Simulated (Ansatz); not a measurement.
# Ligand exchange: C3H7Cl + KSH → C3H8S + KCl

Species: C3H7Cl (1-chloropropane) `CCCCl`, singlet; KSH `[SH][K]`, singlet; C3H8S (1-propanethiol) `CCCS`, singlet; KCl, singlet. The partners trade Cl for SH: C–Cl and K–SH bonds give way to C–SH and K–Cl.

Shapes, held fixed at every level: PBE0-D4/def2-TZVP. Flexible molecules stand in one conformer, not always the lowest. Programs: Ansatz 0.2.0. Electronic energies: no zero-point or thermal term.

```json
{"level": "HF/def2-TZVPP", "kind": "Hartree–Fock", "ΔE (kJ/mol)": "-99.4", "less CCSD(T)/def2-TZVPP": "-7.7"}
{"level": "PBE-D4/def2-TZVPP", "kind": "GGA", "ΔE (kJ/mol)": "-88.0", "less CCSD(T)/def2-TZVPP": "+3.7"}
{"level": "r2SCAN-D4/def2-TZVPP", "kind": "meta-GGA", "ΔE (kJ/mol)": "-94.9", "less CCSD(T)/def2-TZVPP": "-3.2"}
{"level": "PBE0-D4/def2-TZVPP", "kind": "global hybrid", "ΔE (kJ/mol)": "-93.1", "less CCSD(T)/def2-TZVPP": "-1.4"}
{"level": "wB97M-V/def2-TZVPP", "kind": "range-separated hybrid", "ΔE (kJ/mol)": "-94.1", "less CCSD(T)/def2-TZVPP": "-2.4"}
{"level": "wB97X-V/def2-TZVPP", "kind": "range-separated hybrid", "ΔE (kJ/mol)": "-96.4", "less CCSD(T)/def2-TZVPP": "-4.7"}
{"level": "B2PLYP/def2-TZVPP", "kind": "double hybrid", "ΔE (kJ/mol)": "-93.0", "less CCSD(T)/def2-TZVPP": "-1.3"}
{"level": "CCSD(T)/def2-TZVPP", "kind": "coupled cluster or CI", "ΔE (kJ/mol)": "-91.7", "less CCSD(T)/def2-TZVPP": "0.0"}
```

The highest level, CCSD(T)/def2-TZVPP, gives ΔE = -91.7 kJ/mol; the levels span -99.4 to -88.0. The column of differences is taken from that level and isn't an error. No measured value is set beside it here. Correlated rows may include outer-core shells of K, which these sets cover unevenly.
